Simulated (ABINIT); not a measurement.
Runs of ABINIT 10.8.3 (patched build) on PbO2. The structure is cubic, space group Fm-3m (No. 225). The conventional cell has a = 5.404 Å, b = 5.404 Å, c = 5.404 Å, α = 90.00°, β = 90.00°, γ = 90.00°. Pb (site symmetry m-3m) is surrounded by 8 O at 2.34 Å. O (site symmetry -43m) has 4 Pb at 2.34 Å as nearest neighbours. The cell comes from a database or a generator and needn't be the stable form of this composition.

```csv
task,level,potentials or basis,k mesh,cutoff (eV),stop of the response cycle (tolvrs),q points,q points (reduced),fine-grid cutoff,gap on the mesh (eV),pressure (GPa)
phonons at a zone-boundary q,PBEsol,PseudoDojo NC SR PBEsol v0.4.1 standard,"4 × 4 × 4, with 4 shifts",980,1e-10,["X"],"[[0.5, 0.0, 0.5]]",-,-,(a)
single point,LDA,PseudoDojo NC SR LDA v0.4.1 standard,7 × 7 × 7,952,-,-,-,-,none,-
single point,LDA,PseudoDojo NC SR LDA v0.4 stringent,7 × 7 × 7,1143,-,-,-,-,none,-10.9
single point,PBEsol,PseudoDojo NC SR PBEsol v0.4.1 standard,7 × 7 × 7,980,-,-,-,-,none,-5.8
single point,PBEsol,"Ansatz PAW PBE default generated set, frozen core",7 × 7 × 7,381,-,-,-,761.919 eV,none,-
```

Alike in all rows: no spin polarisation; cell as given; smearing fermi-dirac 0.05 eV.

Fill in the values left out.

(a) -5.7.

Caveats: the cutoff is short for stress, so the pressure is rough (some runs); the mesh is coarse for a metal's response (some runs); some modes are imaginary (some runs); the PAW data sets were made with another functional, which shifts forces and pressure a little (some runs); the atomic spheres overlap (some runs).

A k mesh can miss the band edges, and the runs leave out spin-orbit coupling on Pb.

A gap of «none» marks a metal or a gap under the smearing width.

The runs don't all hold the same shells in valence.
